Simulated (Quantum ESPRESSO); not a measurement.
# MgB2 (P6/mmm) in Quantum ESPRESSO: further runs

One crystal, MgB2, is run at these levels: LDA; tasks: single point, equation of state.

Program: Quantum ESPRESSO 7.5. These are calculated values, not measurements. Logs are shortened: lines on timing, memory, paths and dates and some standing lists are left out, and cuts for length are marked.

**1. The structure**

It takes space group P6/mmm (No. 191, hexagonal). The conventional cell has a = 3.085 Å, b = 3.085 Å, c = 3.523 Å, α = 90.00°, β = 90.00°, γ = 120.00°. Around Mg (site symmetry 6/mmm) lie 12 B at 2.51 Å. B (site symmetry -6m2) is surrounded by 3 B at 1.78 Å.

**2. Single point, LDA, 9.10 Å³/atom**

pw.in

```
&CONTROL
  calculation = 'scf'
  prefix = 'pwscf'
  outdir = './tmp'
  pseudo_dir = './pseudo'
  tprnfor = .true.
  tstress = .true.
  disk_io = 'nowf'
/
&SYSTEM
  ibrav = 0
  nat = 3
  ntyp = 2
  ecutwfc = 84
  nbnd = 14
  occupations = 'smearing'
  smearing = 'fd'
  degauss = 0.00367493
/
&ELECTRONS
  conv_thr = 6d-10
  electron_maxstep = 120
  mixing_beta = 0.5
/
ATOMIC_SPECIES
Mg    24.3050 Mg.upf
B     10.8100 B.upf
CELL_PARAMETERS angstrom
   3.0220231454    0.0000000000    0.0000000000
  -1.5110115727    2.6171488148    0.0000000000
   0.0000000000    0.0000000000    3.4510818610
ATOMIC_POSITIONS crystal
Mg     0.0000000000    0.0000000000    0.0000000000
B      0.6666666667    0.3333333333    0.5000000000
B      0.3333333333    0.6666666667    0.5000000000
K_POINTS automatic
10 10 8 0 0 0
```

Potentials or basis: PseudoDojo 0.4.1 SR LDA standard.

Run with:

```sh
$ OMP_NUM_THREADS=1 pw.x -in pw.in > pw.out
```

pw.out:

```text
This program is part of the open-source Quantum ESPRESSO suite
     for quantum simulation of materials; please cite
[... 9 lines left out ...]
     --------------------
     sticks:   dense  smooth     PW     G-vecs:    dense   smooth      PW
     Sum         757     757    223                19083    19083    3087

     Using Slab Decomposition

     bravais-lattice index     =            0
     lattice parameter (alat)  =       5.7108  a.u.
     unit-cell volume          =     184.1951 (a.u.)^3
     number of atoms/cell      =            3
     number of atomic types    =            2
     number of electrons       =        16.00
     number of Kohn-Sham states=           14
     kinetic-energy cutoff     =      84.0000  Ry
     charge density cutoff     =     336.0000  Ry
     scf convergence threshold =      6.0E-10
     mixing beta               =       0.5000
     number of iterations used =            8  plain     mixing
     Exchange-correlation= SLA  PW   NOGX NOGC
                           (   1   4   0   0   0   0   0)

     celldm(1)=   5.710796  celldm(2)=   0.000000  celldm(3)=   0.000000
     celldm(4)=   0.000000  celldm(5)=   0.000000  celldm(6)=   0.000000

     crystal axes: (cart. coord. in units of alat)
               a(1) = (   1.000000   0.000000   0.000000 )
               a(2) = (  -0.500000   0.866025   0.000000 )
               a(3) = (   0.000000   0.000000   1.141977 )

     reciprocal axes: (cart. coord. in units 2 pi/alat)
               b(1) = (  1.000000  0.577350 -0.000000 )
               b(2) = (  0.000000  1.154701  0.000000 )
               b(3) = (  0.000000 -0.000000  0.875674 )

     PseudoPot. # 1 for Mg read from file:
     Mg.upf
     Pseudo is Norm-conserving, Zval = 10.0
     Generated using ONCVPSP code by D. R. Hamann
     Using radial grid of 1510 points,  4 beta functions with:
                l(1) =   0
                l(2) =   0
                l(3) =   1
                l(4) =   1

     PseudoPot. # 2 for B  read from file:
     B.upf
     Pseudo is Norm-conserving + core correction, Zval =  3.0
     Generated using ONCVPSP code by D. R. Hamann
     Using radial grid of 1498 points,  4 beta functions with:
                l(1) =   0
                l(2) =   0
                l(3) =   1
                l(4) =   1

     atomic species   valence    mass     pseudopotential
     Mg               10.00    24.30500     Mg( 1.00)
     B                 3.00    10.81000     B ( 1.00)

     24 Sym. Ops., with inversion, found

   Cartesian axes

     site n.     atom                  positions (alat units)
         1        Mg     tau(   1) = (   0.0000000   0.0000000   0.0000000  )
         2        B      tau(   2) = (   0.5000000   0.2886751   0.5709887  )
         3        B      tau(   3) = (  -0.0000000   0.5773503   0.5709887  )

     number of k points=    70  Fermi-Dirac smearing, width (Ry)=  0.0037
                       cart. coord. in units 2pi/alat
        k(    1) = (   0.0000000   0.0000000   0.0000000), wk =   0.0025000
        k(    2) = (   0.0000000   0.0000000   0.1094593), wk =   0.0050000
        k(    3) = (   0.0000000   0.0000000   0.2189185), wk =   0.0050000
        k(    4) = (   0.0000000   0.0000000   0.3283778), wk =   0.0050000
        k(    5) = (   0.0000000   0.0000000  -0.4378371), wk =   0.0025000
        k(    6) = (   0.0000000   0.1154701   0.0000000), wk =   0.0150000
[... 62 lines left out ...]
        k(   69) = (   0.3000000   0.5196152   0.3283778), wk =   0.0300000
        k(   70) = (   0.3000000   0.5196152  -0.4378371), wk =   0.0150000

     Dense  grid:    19083 G-vectors     FFT dimensions: (  36,  36,  40)

     Initial potential from superposition of free atoms

     starting charge      15.9989, renormalised to      16.0000
     Starting wfcs are   13 randomized atomic wfcs +    1 random wfcs

     Self-consistent Calculation

     iteration #  1     ecut=    84.00 Ry     beta= 0.50
     Davidson diagonalization with overlap
     ethr =  1.00E-02,  avg # of iterations =  4.5

     total energy              =    -130.35911092 Ry
     estimated scf accuracy    <       0.35739565 Ry

     iteration #  2     ecut=    84.00 Ry     beta= 0.50
     Davidson diagonalization with overlap
     ethr =  2.23E-03,  avg # of iterations =  2.5

     total energy              =    -130.42247638 Ry
     estimated scf accuracy    <       0.00334691 Ry

     iteration #  3     ecut=    84.00 Ry     beta= 0.50
     Davidson diagonalization with overlap
     ethr =  2.09E-05,  avg # of iterations =  5.9

     total energy              =    -130.42294782 Ry
     estimated scf accuracy    <       0.00071616 Ry

     iteration #  4     ecut=    84.00 Ry     beta= 0.50
     Davidson diagonalization with overlap
     ethr =  4.48E-06,  avg # of iterations =  1.9

     total energy              =    -130.42297758 Ry
     estimated scf accuracy    <       0.00005625 Ry

     iteration #  5     ecut=    84.00 Ry     beta= 0.50
     Davidson diagonalization with overlap
     ethr =  3.52E-07,  avg # of iterations =  2.2

     total energy              =    -130.42299283 Ry
     estimated scf accuracy    <       0.00001026 Ry

     iteration #  6     ecut=    84.00 Ry     beta= 0.50
     Davidson diagonalization with overlap
     ethr =  6.41E-08,  avg # of iterations =  2.0

     total energy              =    -130.42299530 Ry
     estimated scf accuracy    <       0.00000025 Ry

     iteration #  7     ecut=    84.00 Ry     beta= 0.50
     Davidson diagonalization with overlap
     ethr =  1.56E-09,  avg # of iterations =  2.3

     total energy              =    -130.42299537 Ry
     estimated scf accuracy    <       0.00000001 Ry

     iteration #  8     ecut=    84.00 Ry     beta= 0.50
     Davidson diagonalization with overlap
     ethr =  7.11E-11,  avg # of iterations =  2.6

     End of self-consistent calculation

          k = 0.0000 0.0000 0.0000 (  2413 PWs)   bands (ev):

   -64.7668 -32.2079 -32.2079 -32.1959  -3.0174   6.5989  10.0567  10.0567
    11.4648  16.2107  16.2107  18.5346  20.0047  22.9036

          k = 0.0000 0.0000 0.1095 (  2407 PWs)   bands (ev):

   -64.7667 -32.2078 -32.2078 -32.1973  -2.8734   5.6132  10.1111  10.1111
    12.7733  16.2561  16.2561  18.4134  20.1182  23.0325

          k = 0.0000 0.0000 0.2189 (  2413 PWs)   bands (ev):

   -64.7666 -32.2076 -32.2076 -32.2009  -2.4674   3.9416  10.2479  10.2479
    15.3999  16.3713  16.3713  18.1742  20.3383  23.3853

          k = 0.0000 0.0000 0.3284 (  2371 PWs)   bands (ev):

   -64.7664 -32.2073 -32.2073 -32.2044  -1.9189   2.5293  10.3932  10.3932
    16.4957  16.4957  17.9786  18.2957  20.5142  22.4883

          k = 0.0000 0.0000-0.4378 (  2372 PWs)   bands (ev):

   -64.7664 -32.2072 -32.2072 -32.2059  -1.6053   1.9180  10.4562  10.4562
    16.5504  16.5504  17.9059  20.0166  20.5786  22.0920

          k = 0.0000 0.1155 0.0000 (  2403 PWs)   bands (ev):

   -64.7663 -32.2128 -32.2091 -32.1951  -2.8370   6.7739   9.2003   9.6434
    11.6169  16.1283  16.9894  18.8309  19.3711  23.7494

          k = 0.0000 0.1155 0.1095 (  2411 PWs)   bands (ev):

   -64.7663 -32.2127 -32.2090 -32.1966  -2.6943   5.7931   9.2652   9.6950
    12.9048  16.2054  17.0380  18.2353  19.8717  23.8351

          k = 0.0000 0.1155 0.2189 (  2404 PWs)   bands (ev):

   -64.7661 -32.2124 -32.2087 -32.2001  -2.2927   4.1307   9.4260   9.8247
    15.3929  16.4956  17.1616  17.4564  20.4209  23.2818

          k = 0.0000 0.1155 0.3284 (  2399 PWs)   bands (ev):

   -64.7660 -32.2122 -32.2085 -32.2036  -1.7522   2.7294   9.6003   9.9623
    16.4283  16.8471  17.2956  18.5219  20.7995  22.4392
[... 51 lines left out ...]
          k = 0.0000 0.3464-0.4378 (  2394 PWs)   bands (ev):

   -64.7632 -32.2403 -32.2151 -32.2003  -0.1699   3.7315   5.9544   8.3876
    11.7351  16.1563  19.5364  19.7040  21.7174  21.8135

          k = 0.0000 0.4619 0.0000 (  2396 PWs)   bands (ev):

   -64.7624 -32.2540 -32.2191 -32.1889  -0.2058   3.1799   7.5763   9.1789
    13.5009  13.8313  15.0522  17.9184  22.8815  23.4115

          k = 0.0000 0.4619 0.1095 (  2396 PWs)   bands (ev):

   -64.7623 -32.2538 -32.2189 -32.1902  -0.0820   3.2827   7.6179   8.3033
    12.5988  14.4228  15.8723  18.9089  22.0480  22.3895

          k = 0.0000 0.4619 0.2189 (  2391 PWs)   bands (ev):

   -64.7622 -32.2534 -32.2186 -32.1935   0.2602   3.5594   6.7890   7.7219
    11.1240  15.0938  18.0484  20.2206  20.4468  22.0959

          k = 0.0000 0.4619 0.3284 (  2383 PWs)   bands (ev):

   -64.7620 -32.2530 -32.2183 -32.1967   0.6998   3.8944   5.5310   7.8315
     9.9789  15.6537  19.3933  19.4038  20.9853  24.3680

          k = 0.0000 0.4619-0.4378 (  2406 PWs)   bands (ev):

   -64.7620 -32.2528 -32.2182 -32.1981   0.9324   4.0633   5.0073   7.8788
     9.5373  15.9423  19.0342  19.0418  22.6267  24.4397

          k = 0.0000-0.5774 0.0000 (  2386 PWs)   bands (ev):

   -64.7619 -32.2588 -32.2202 -32.1881   1.0741   1.6220   7.4068   9.8574
    12.8518  13.7483  15.2555  17.2293  22.6704  23.7632

          k = 0.0000-0.5774 0.1095 (  2396 PWs)   bands (ev):

   -64.7618 -32.2587 -32.2201 -32.1895   1.1871   1.7372   7.4476   9.0573
    11.6025  14.3907  16.3762  18.1718  21.9128  22.1985

          k = 0.0000-0.5774 0.2189 (  2396 PWs)   bands (ev):

   -64.7617 -32.2582 -32.2198 -32.1927   1.5012   2.0462   7.5499   7.6294
     9.9861  14.9868  18.7505  19.6203  20.2819  21.8353

          k = 0.0000-0.5774 0.3284 (  2396 PWs)   bands (ev):

   -64.7616 -32.2578 -32.2194 -32.1959   1.9080   2.4168   6.4334   7.6575
     8.7632  15.5583  19.2310  19.2374  21.4373  23.6592

          k = 0.0000-0.5774-0.4378 (  2380 PWs)   bands (ev):

   -64.7615 -32.2576 -32.2193 -32.1973   2.1252   2.5973   5.9407   7.7039
     8.2912  15.8645  18.7995  18.8760  23.1811  25.9449

          k = 0.1000 0.1732 0.0000 (  2419 PWs)   bands (ev):

   -64.7655 -32.2213 -32.2116 -32.1938  -2.4781   7.1213   8.0686   8.7539
    11.9672  16.4201  17.3771  18.2750  19.6647  24.6222

          k = 0.1000 0.1732 0.1095 (  2413 PWs)   bands (ev):

   -64.7654 -32.2212 -32.2115 -32.1952  -2.3381   6.1492   8.1403   8.8196
    13.2222  16.5258  17.0009  17.9831  20.2775  22.8747

          k = 0.1000 0.1732 0.2189 (  2412 PWs)   bands (ev):

   -64.7653 -32.2209 -32.2112 -32.1987  -1.9450   4.5058   8.3263   8.9583
    15.5978  16.0377  16.9433  18.0030  21.0855  21.2204

          k = 0.1000 0.1732 0.3284 (  2398 PWs)   bands (ev):

   -64.7651 -32.2206 -32.2109 -32.2022  -1.4200   3.1262   8.5353   9.1010
    15.2298  16.7259  18.1433  18.8496  20.1597  21.6202

          k = 0.1000 0.1732-0.4378 (  2388 PWs)   bands (ev):

   -64.7651 -32.2204 -32.2108 -32.2036  -1.1255   2.5368   8.6304   9.1627
    14.9213  16.9085  18.2135  19.5747  20.6377  21.8059

          k = 0.1000 0.2887 0.0000 (  2402 PWs)   bands (ev):

   -64.7641 -32.2347 -32.2159 -32.1916  -1.7673   6.2713   7.7296   7.8034
    12.6397  16.1909  16.5363  18.2902  20.6547  22.8132

          k = 0.1000 0.2887 0.1095 (  2400 PWs)   bands (ev):

   -64.7640 -32.2345 -32.2158 -32.1930  -1.6325   6.3442   6.8587   7.8054
    13.8336  15.4621  16.5254  18.8333  21.0822  21.4141

          k = 0.1000 0.2887 0.2189 (  2391 PWs)   bands (ev):

   -64.7639 -32.2342 -32.2155 -32.1964  -1.2560   5.2377   6.5865   7.9451
    14.1054  15.9942  17.1538  19.2869  19.8598  22.1219

          k = 0.1000 0.2887 0.3284 (  2391 PWs)   bands (ev):
[... 129 lines left out ...]
          k = 0.2000 0.5774-0.4378 (  2394 PWs)   bands (ev):

   -64.7611 -32.2516 -32.2302 -32.1966   2.5568   3.0336   5.7500   6.5183
     8.2797  14.4415  18.6889  23.5552  23.5846  23.7076

          k = 0.3000 0.5196 0.0000 (  2398 PWs)   bands (ev):

   -64.7614 -32.2477 -32.2381 -32.1873   1.5784   2.9193   3.8958  10.8070
    12.2242  15.5959  16.3838  18.9277  19.0106  22.2993

          k = 0.3000 0.5196 0.1095 (  2396 PWs)   bands (ev):

   -64.7613 -32.2476 -32.2379 -32.1886   1.6900   3.0233   3.9846   9.9517
    11.3342  16.7145  17.0600  17.5029  20.2574  22.4209

          k = 0.3000 0.5196 0.2189 (  2394 PWs)   bands (ev):

   -64.7612 -32.2472 -32.2375 -32.1918   1.9963   3.3079   4.2147   8.4865
     9.8715  15.2747  18.9839  19.5288  20.8512  22.8310

          k = 0.3000 0.5196 0.3284 (  2388 PWs)   bands (ev):

   -64.7610 -32.2468 -32.2372 -32.1950   2.3825   3.6632   4.4740   7.2899
     8.7093  14.0613  20.6178  21.1010  22.0013  23.6767

          k = 0.3000 0.5196-0.4378 (  2386 PWs)   bands (ev):

   -64.7610 -32.2466 -32.2370 -32.1963   2.5816   3.8440   4.5943   6.8052
     8.2496  13.6221  20.8743  21.5815  23.6470  23.7145

     the Fermi energy is     9.7031 ev

!    total energy              =    -130.42299537 Ry
     estimated scf accuracy    <          1.2E-10 Ry
     smearing contrib. (-TS)   =      -0.00048446 Ry
     internal energy E=F+TS    =    -130.42251091 Ry

     The total energy is F=E-TS. E is the sum of the following terms:
     one-electron contribution =     -74.38952790 Ry
     hartree contribution      =      39.82580862 Ry
     xc contribution           =     -20.46376166 Ry
     ewald contribution        =     -75.39502996 Ry

     convergence has been achieved in   8 iterations

     Forces acting on atoms (cartesian axes, Ry/au):

     atom    1 type  1   force =     0.00000000    0.00000000    0.00000000
     atom    2 type  2   force =     0.00000000    0.00000000   -0.00000000
     atom    3 type  2   force =    -0.00000000   -0.00000000    0.00000000

     Total force =     0.000000     Total SCF correction =     0.000000

     Computing stress (Cartesian axis) and pressure

          total   stress  (Ry/bohr**3)                   (kbar)     P=       22.39
   0.00022142  -0.00000000   0.00000000           32.57       -0.00        0.00
  -0.00000000   0.00022142   0.00000000           -0.00       32.57        0.00
   0.00000000  -0.00000000   0.00001373            0.00       -0.00        2.02

=------------------------------------------------------------------------------=
   JOB DONE.
=------------------------------------------------------------------------------=
```

Run time: 21 s. Hardware: 1 thread of Arm Neoverse V2, shared host; peak memory 0.07 GiB.

What came out:

```yaml
Free_energy: -1774.4953 eV
Pressure: 2.2 GPa
Band_gap_on_the_k_mesh: none (metal or under the smearing width)
```

**3. Single point, LDA, 9.29 Å³/atom**

Changes to pw.in since step 2:

```diff
@@ -28,5 +28,5 @@
 CELL_PARAMETERS angstrom
-   3.0220231454    0.0000000000    0.0000000000
-  -1.5110115727    2.6171488148    0.0000000000
-   0.0000000000    0.0000000000    3.4510818610
+   3.0433056997    0.0000000000    0.0000000000
+  -1.5216528499    2.6355800475    0.0000000000
+   0.0000000000    0.0000000000    3.4753860551
 ATOMIC_POSITIONS crystal
```

Potentials or basis: PseudoDojo 0.4.1 SR LDA standard.

Run with:

```sh
$ OMP_NUM_THREADS=1 pw.x -in pw.in > pw.out
```

Wall time 21 s (1 thread of Arm Neoverse V2, shared host); peak memory 0.07 GiB.

It converged, with:

| Property | Result |
| --- | --- |
| Free energy | -1774.4971 eV |
| Pressure | -1.2 GPa |
| Band gap on the k mesh | none (metal or under the smearing width) |

**4. Single point, LDA, 9.49 Å³/atom**

Changes to pw.in since step 3:

```diff
@@ -28,5 +28,5 @@
 CELL_PARAMETERS angstrom
-   3.0433056997    0.0000000000    0.0000000000
-  -1.5216528499    2.6355800475    0.0000000000
-   0.0000000000    0.0000000000    3.4753860551
+   3.0642946782    0.0000000000    0.0000000000
+  -1.5321473391    2.6537570360    0.0000000000
+   0.0000000000    0.0000000000    3.4993549923
 ATOMIC_POSITIONS crystal
```

Run with:

```sh
$ OMP_NUM_THREADS=1 pw.x -in pw.in > pw.out
```

It took 21 s on 1 thread of Arm Neoverse V2, shared host; peak memory 0.07 GiB.

The run converged. Its results:

```
Free energy            : -1774.4870 eV
Pressure               : -4.4 GPa
Band gap on the k mesh : none (metal or under the smearing width)
```

**5. Single point, LDA, 9.68 Å³/atom**

Changes to pw.in since step 4:

```diff
@@ -28,5 +28,5 @@
 CELL_PARAMETERS angstrom
-   3.0642946782    0.0000000000    0.0000000000
-  -1.5321473391    2.6537570360    0.0000000000
-   0.0000000000    0.0000000000    3.4993549923
+   3.0850000000    0.0000000000    0.0000000000
+  -1.5425000000    2.6716883707    0.0000000000
+   0.0000000000    0.0000000000    3.5230000000
 ATOMIC_POSITIONS crystal
```

Run with:

```sh
$ OMP_NUM_THREADS=1 pw.x -in pw.in > pw.out
```

Run time: 21 s. Hardware: 1 thread of Arm Neoverse V2, shared host; peak memory 0.08 GiB.

Results (log left out):

- Free energy: -1774.4659 eV
- Pressure: -7.3 GPa
- Band gap on the k mesh: none (metal or under the smearing width)

**6. Single point, LDA, 9.87 Å³/atom**

Changes to pw.in since step 5:

```diff
@@ -28,5 +28,5 @@
 CELL_PARAMETERS angstrom
-   3.0850000000    0.0000000000    0.0000000000
-  -1.5425000000    2.6716883707    0.0000000000
-   0.0000000000    0.0000000000    3.5230000000
+   3.1054310590    0.0000000000    0.0000000000
+  -1.5527155295    2.6893821868    0.0000000000
+   0.0000000000    0.0000000000    3.5463318058
 ATOMIC_POSITIONS crystal
```

Potentials or basis: PseudoDojo 0.4.1 SR LDA standard.

Run with:

```sh
$ OMP_NUM_THREADS=1 pw.x -in pw.in > pw.out
```

It took 21 s on 1 thread of Arm Neoverse V2, shared host; peak memory 0.08 GiB.

Results (log left out):

* Free energy: -1774.4350 eV
* Pressure: -9.9 GPa
* Band gap on the k mesh: none (metal or under the smearing width)

**7. Single point, LDA, 10.07 Å³/atom**

Changes to pw.in since step 6:

```diff
@@ -28,5 +28,5 @@
 CELL_PARAMETERS angstrom
-   3.1054310590    0.0000000000    0.0000000000
-  -1.5527155295    2.6893821868    0.0000000000
-   0.0000000000    0.0000000000    3.5463318058
+   3.1255967608    0.0000000000    0.0000000000
+  -1.5627983804    2.7068461969    0.0000000000
+   0.0000000000    0.0000000000    3.5693605797
 ATOMIC_POSITIONS crystal
```

Run with:

```sh
$ OMP_NUM_THREADS=1 pw.x -in pw.in > pw.out
```

It took 21 s on 1 thread of Arm Neoverse V2, shared host; peak memory 0.08 GiB.

It converged, with:

```
Free energy            : -1774.3950 eV
Pressure               : -12.2 GPa
Band gap on the k mesh : none (metal or under the smearing width)
```

**8. Single point, LDA, 10.26 Å³/atom**

Changes to pw.in since step 7:

```diff
@@ -28,5 +28,5 @@
 CELL_PARAMETERS angstrom
-   3.1255967608    0.0000000000    0.0000000000
-  -1.5627983804    2.7068461969    0.0000000000
-   0.0000000000    0.0000000000    3.5693605797
+   3.1455055572    0.0000000000    0.0000000000
+  -1.5727527786    2.7240877203    0.0000000000
+   0.0000000000    0.0000000000    3.5920959734
 ATOMIC_POSITIONS crystal
```

Run with:

```sh
$ OMP_NUM_THREADS=1 pw.x -in pw.in > pw.out
```

Run time: 22 s. Hardware: 1 thread of Arm Neoverse V2, shared host; peak memory 0.08 GiB.

The run converged. Its results:

- Free energy: -1774.3469 eV
- Pressure: -14.4 GPa
- Band gap on the k mesh: none (metal or under the smearing width)

**9. Equation of state, LDA**

Potentials or basis: PseudoDojo 0.4.1 SR LDA standard.

This step only gathers the single runs of the series.

What came out:

- Equilibrium volume: 9.22 Å³/atom
- Bulk modulus at fixed shape and positions: 163 GPa
- Pressure derivative of the bulk modulus: 3.6

Energy against volume, from the lowest point:
| volume (Å³/atom) | energy (meV/atom) |
| --- | --- |
| 9.098 | 0.62 |
| 9.292 | 0.00 |
| 9.485 | 3.38 |
| 9.679 | 10.39 |
| 9.873 | 20.71 |
| 10.066 | 34.03 |
| 10.260 | 50.07 |

Caveat: the cell was scaled at fixed shape and fractional positions, which overstates the stiffness of a crystal with free parameters, most of all of layers and chains.
